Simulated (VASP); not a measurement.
# Al2O3 (P-6m2) in VASP: equation of state, part 2 of 2

VASP 6.6.1.

### Step 6. Equation of state, PBE, 13.99 Å³/atom (volume scaled by 1.04)

Input file INCAR:

```
SYSTEM = Al2O3
PREC = Accurate
ENCUT = 520
EDIFF = 1E-7
ISMEAR = -1
SIGMA = 0.05
LREAL = .False.
LASPH = .True.
NELM = 100
ALGO = Normal
ISIF = 2
LWAVE = .False.
LCHARG = .False.
GGA = PE
NBANDS = 20
```

Input file KPOINTS:

```
Automatic mesh
0
Gamma
  11 11 3
  0 0 0
```

Input file POSCAR:

```
Al2O3
1.0
    2.9222809450      0.0000000000      0.0000000000
   -1.4611404726      2.5307695354      0.0000000000
    0.0000000000      0.0000000000      9.4596205823
Al O
2 3
Direct
    0.0000000000      0.0000000000      0.8500076700
    0.0000000000      0.0000000000      0.1499923300
    0.3333333333      0.6666666667      0.7776830800
    0.6666666667      0.3333333333      0.0000000000
    0.3333333333      0.6666666667      0.2223169200
```

Potentials or basis: VASP PAW PBE potentials, release 64 (Al, O).

Started as:

```
$ cat potpaw_PBE.64/Al/POTCAR potpaw_PBE.64/O/POTCAR > POTCAR
$ mpirun -np 1 vasp_std > vasp.out
```

OUTCAR:

```text
SYSTEM = Al2O3
   PREC = Accurate
   ENCUT = 520
   EDIFF = 1E-7
   ISMEAR = -1
   LREAL = .False.
   LASPH = .True.
   NELM = 100
   ISIF = 2
   GGA = PE

 Found     32 irreducible k-points:

 Following reciprocal coordinates:
            Coordinates               Weight
  0.000000  0.000000  0.000000      1.000000
  0.090909  0.000000  0.000000      6.000000
  0.181818  0.000000  0.000000      6.000000
  0.272727 -0.000000  0.000000      6.000000
  0.363636 -0.000000  0.000000      6.000000
  0.454545 -0.000000  0.000000      6.000000
   k-points           NKPTS =     32   k-points in BZ     NKDIM =     32   number of bands    NBANDS=     20
   number of dos      NEDOS =    301   number of ions     NIONS =      5
   total plane-waves  NPLWV =  40320
   dimension x,y,z NGX =    24 NGY =   24 NGZ =   70
   dimension x,y,z NGXF=    48 NGYF=   48 NGZF=  140
   ions per type =               2   3
   NGX,Y,Z   is equivalent  to a cutoff of  13.65, 13.65, 12.30 a.u.
   NGXF,Y,Z  is equivalent  to a cutoff of  27.31, 27.31, 24.60 a.u.
 SYSTEM =  Al2O3
   PREC   = accura    normal or accurate (medium, high low for compatibility)
   ISTART =      0    job   : 0-new  1-cont  2-samecut
   ICHARG =      2    charge: 1-file 2-atom 10-const
   ISPIN  =      1    spin polarized calculation?
   LNONCOLLINEAR =      F non collinear calculations
   LSORBIT =      F    spin-orbit coupling
   LASPH  =      T    aspherical Exc in radial PAW
   ENCUT  =  520.0 eV  38.22 Ry    6.18 a.u.   5.43  5.43 17.59*2*pi/ulx,y,z
   NELM   =    100;   NELMIN=  2; NELMDL= -5     # of ELM steps
   EDIFF  = 0.1E-06   stopping-criterion for ELM
   LREAL  =      F    real-space projection
   EDIFFG = 0.1E-05   stopping-criterion for IOM
   NSW    =      0    number of steps for IOM
   IBRION =     -1    ionic relax: 0-MD 1-quasi-New 2-CG
   NFREE  =      0    steps in history (QN), initial steepest desc. (CG)
   ISIF   =      2    stress and relaxation
   ISYM   =      2    0-nonsym 1-usesym 2-fastsym
   POTIM  = 0.5000    time-step for ionic-motion
   TEBEG  =    0.0;   TEEND  =   0.0 temperature during run
   PSTRESS=    0.0 pullay stress
   NELECT =      24.0000    total number of electrons
   NUPDOWN=      -1.0000    fix difference up-down
   EMIN   =  10.00;   EMAX   =-10.00  energy-range for DOS
   EFERMI =   0.00;   METHOD = LEGACY
   ISMEAR =    -1;   SIGMA  =   0.05  broadening in eV -4-tet -1-fermi 0-gaus
   EFERMI_NEDOS =   21; number of points for ismear=-14 and -15
   IALGO  =     38    algorithm
   IMIX   =      4    mixing-type and parameters
     AMIX     =   0.40;   BMIX     =  1.00
     AMIX_MAG =   1.60;   BMIX_MAG =  1.00
  volume/ion in A,a.u.               =      13.99        94.42
  Fermi-wavevector in a.u.,A,eV,Ry     =   1.146030  2.165682 17.869671  1.313384
  Thomas-Fermi vector in A             =   2.282716
   LORBIT       =      0    0 simple, 1 ext, 2 COOP (PROOUT), +10 PAW based schemes
   GGA     = PE    functional components
   LHFCALC =     F    Hartree Fock is set to
   AEXX    =    0.0000 exact exchange contribution
   IVDW    =     0    specifies the selected vdW correction
   LEPSILON=     F    determine dielectric tensor
   LRPA    =     F    only Hartree local field effects (RPA)
 non-spin polarized calculation
  energy-cutoff  :      520.00
  volume of cell :       69.96
 maximum number of plane-waves:      1919
 NGX is ok and might be reduce to    24
   NGX = 11   NGY = 11   NGZ = 35

 number of electron      23.9999986 magnetization

 Free energy of the ion-electron system (eV)
  ---------------------------------------------------
  ext. energy  EPLUGINS =         0.00000000
  ---------------------------------------------------
  free energy    TOTEN  =       -36.34435562 eV

  energy without entropy =      -36.34435562  energy(sigma->0) =      -36.34435562

 E-fermi :   1.7370     XC(G=0):  -8.3842

 val. band max:        0.6278852568   @ k =   0.0909   0.0909   0.0000
 cond. band min:       5.0640712731   @ k =   0.0000   0.0000   0.0000
 fundamental gap:      4.4361860162
 Fermi energy:         1.7369839803

 k-point     1 :       0.0000    0.0000    0.0000
  band No.  band energies     occupation
      1     -17.8049      2.00000
      2     -16.8968      2.00000
      3     -15.7578      2.00000
      4      -4.1759      2.00000
      5      -1.4496      2.00000
      6      -0.8070      2.00000
[... 12 lines left out ...]
     19      15.1182      0.00000
     20      15.1212      0.00000

 k-point     2 :       0.0909    0.0000    0.0000
  band No.  band energies     occupation
      1     -17.7105      2.00000
      2     -16.8264      2.00000
      3     -15.7237      2.00000
      4      -4.1209      2.00000
      5      -1.6686      2.00000
      6      -1.0684      2.00000
[... 12 lines left out ...]
     19      14.2961      0.00000
     20      15.2232      0.00000

 k-point     3 :       0.1818    0.0000    0.0000
  band No.  band energies     occupation
      1     -17.4402      2.00000
      2     -16.6309      2.00000
      3     -15.6372      2.00000
      4      -4.0301      2.00000
      5      -2.4654      2.00000
      6      -1.7480      2.00000
[... 12 lines left out ...]
     19      13.4983      0.00000
     20      14.4026      0.00000

 k-point     4 :       0.2727   -0.0000    0.0000
  band No.  band energies     occupation
      1     -17.0371      2.00000
      2     -16.3583      2.00000
      3     -15.5446      2.00000
      4      -4.1667      2.00000
      5      -3.5578      2.00000
      6      -2.5419      2.00000
[... 12 lines left out ...]
     19      13.1868      0.00000
     20      13.7981      0.00000

 k-point     5 :       0.3636   -0.0000    0.0000
  band No.  band energies     occupation
      1     -16.5810      2.00000
      2     -16.0876      2.00000
      3     -15.5122      2.00000
      4      -4.6026      2.00000
      5      -4.5026      2.00000
      6      -3.1966      2.00000
[... 12 lines left out ...]
     19      13.3079      0.00000
     20      14.1757      0.00000

 k-point     6 :       0.4545   -0.0000    0.0000
  band No.  band energies     occupation
      1     -16.2136      2.00000
      2     -15.9160      2.00000
      3     -15.5719      2.00000
      4      -5.0408      2.00000
      5      -4.9432      2.00000
      6      -3.5640      2.00000
[... 12 lines left out ...]
     19      13.7752      0.00000
     20      14.1556      0.00000

 [... further k-points ...]
[... 5 lines left out ...]
  --------------------------------------------------------------------------------------
  -------------------------------------------------------------------------------------
  Total       -2.5574798     -2.5574798     -1.5205184      0.0000000     -0.0000000      0.0000000
  in kB      -58.5699039    -58.5699039    -34.8220216      0.0000000     -0.0000000      0.0000000
  external PRESSURE =     -50.6539431 kB  Pullay stress =       0.0000000 kB

 VOLUME and BASIS-vectors are now :
 -----------------------------------------------------------------------------
  energy-cutoff  :      520.00
  volume of cell :       69.96
      direct lattice vectors                 reciprocal lattice vectors
     2.922280945  0.000000000  0.000000000     0.342198447  0.197568365  0.000000000
    -1.461140473  2.530769535  0.000000000     0.000000000  0.395136731  0.000000000
     0.000000000  0.000000000  9.459620582     0.000000000  0.000000000  0.105712485

 POSITION                                       TOTAL-FORCE (eV/Angst)
 -----------------------------------------------------------------------------------
      0.00000      0.00000      8.04075        -0.000000     -0.000000     -0.109016
      0.00000      0.00000      1.41887         0.000000     -0.000000      0.109016
     -0.00000      1.68718      7.35659         0.000000      0.000000      0.417807
      1.46114      0.84359      0.00000        -0.000000      0.000000      0.000000
     -0.00000      1.68718      2.10303         0.000000      0.000000     -0.417807
 -----------------------------------------------------------------------------------
    total drift:                               -0.000000     -0.000000      0.000000

  FREE ENERGIE OF THE ION-ELECTRON SYSTEM (eV)
  ---------------------------------------------------
  free  energy   TOTEN  =       -36.3443556221 eV

  energy  without entropy=      -36.3443556220  energy(sigma->0) =      -36.34435562
```

Run time: 38 s. Hardware: 1 thread of Intel Xeon Platinum 8488C (Sapphire Rapids), shared host; peak memory 0.19 GiB.

What came out:

```yaml
Free_energy: -36.3444 eV
Pressure: -5.1 GPa
Largest_force: 0.418 eV/Å
Band_gap_on_the_k_mesh: 4.44 eV, indirect (least direct gap 4.65 eV)
```

Caveat: an odd mesh through Γ misses points on the zone boundary, where band edges often lie.

### Step 7. Equation of state, PBE, 14.26 Å³/atom (volume scaled by 1.06)

Input file INCAR:

```
SYSTEM = Al2O3
ALGO     = Normal         ! electronic algorithm
EDIFF    = 1E-7           ! SCF threshold, eV
ENCUT    = 520            ! plane-wave cutoff, eV
GGA      = PE             ! functional
ISIF     = 2              ! what is computed and relaxed
ISMEAR   = -1             ! smearing method
LASPH    = .TRUE.         ! aspherical terms in the spheres
LCHARG   = .FALSE.        ! write CHGCAR
LREAL    = .FALSE.        ! projectors in reciprocal space
LWAVE    = .FALSE.        ! write WAVECAR
NBANDS   = 20             ! bands
NELM     = 80             ! most SCF steps
PREC     = Accurate       ! precision mode
SIGMA    = 0.05           ! smearing width, eV
```

Input file KPOINTS:

```
k-points
0
G
  11 11 3
  0 0 0
```

POSCAR, as its differences from that of step 6:

```diff
@@ -2,5 +2,5 @@
 1.0
-    2.9222809450      0.0000000000      0.0000000000
-   -1.4611404726      2.5307695354      0.0000000000
-    0.0000000000      0.0000000000      9.4596205823
+    2.9408947013      0.0000000000      0.0000000000
+   -1.4704473507      2.5468895212      0.0000000000
+    0.0000000000      0.0000000000      9.5198745672
 Al O
```

Started as:

```
$ cat potpaw_PBE.64/Al/POTCAR potpaw_PBE.64/O/POTCAR > POTCAR
$ mpirun -np 1 vasp_std > vasp.out
```

It took 40 s on 1 thread of Intel Xeon Platinum 8488C (Sapphire Rapids), shared host; peak memory 0.2 GiB.

Results (log left out):

```yaml
Free_energy: -36.2937 eV
Pressure: -7.3 GPa
Largest_force: 0.608 eV/Å
Band_gap_on_the_k_mesh: 4.28 eV, indirect (least direct gap 4.48 eV)
```

Caveat: an odd mesh through Γ misses points on the zone boundary, where band edges often lie.

### Step 8. Equation of state, PBE

No new run: the results of the series are fitted here.

What came out:

| Property | Result |
| --- | --- |
| Equilibrium volume | 13.48 Å³/atom |
| Bulk modulus at fixed shape and positions | 141 GPa |
| Pressure derivative of the bulk modulus | 4.1 |

Energy against volume, from the lowest point:
| volume (Å³/atom) | energy (meV/atom) |
| --- | --- |
| 12.647 | 25.10 |
| 12.916 | 11.06 |
| 13.185 | 2.88 |
| 13.454 | 0.00 |
| 13.723 | 1.90 |
| 13.992 | 8.12 |
| 14.261 | 18.26 |

Caveat: the cell was scaled at fixed shape and fractional positions, which overstates the stiffness of a crystal with free parameters, most of all of layers and chains.
